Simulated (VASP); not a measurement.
Input:

```yaml
crystal:
  lattice:
    - [0.00000, 3.08993, 3.08993]
    - [3.08993, 0.00000, 3.08993]
    - [3.08993, 3.08993, 0.00000]
  atoms:
    - { symbol: Al, position: [0.00000, 0.00000, 0.00000] }
    - { symbol: Sb, position: [0.25000, 0.25000, 0.25000] }
```

Level of theory: AM05 GGA, VASP's PBE PAW potentials (set 64) (plane waves; VASP). Settings: 520 eV cut-off, Gaussian smearing of 0.050 eV, potentials Al Sb.

Unless said otherwise, spin-orbit coupling is left out, though it shifts the bands of the heavy elements here.

Q: Give the energies of bands 2 to 7 at the high-symmetry points, in eV from the valence-band maximum.

A: 
```csv
band,Γ,X,U,L,W
2,0.00,-5.44,-5.24,-5.34,-5.21
3,0.00,-2.16,-3.19,-0.90,-2.99
4,0.00,-2.16,-1.81,-0.90,-2.69
5,1.44,1.23,1.69,1.29,3.95
6,3.08,1.45,4.04,3.71,4.37
7,3.08,8.61,6.72,3.71,4.50
```

The gap is indirect, 1.22 eV, from the valence maximum at Γ to the conduction minimum at Γ-X at 0.86.

Measured: gap 1.73 eV (computed value off by -0.51 eV), as given by Anna Miglio et al., npj Computational Materials (2020), arXiv:2011.12765 [zero-point renormalisation of 35 meV (experimental, the table's column) added back].

The compound is AlSb in the zinc blende structure. It was relaxed first.
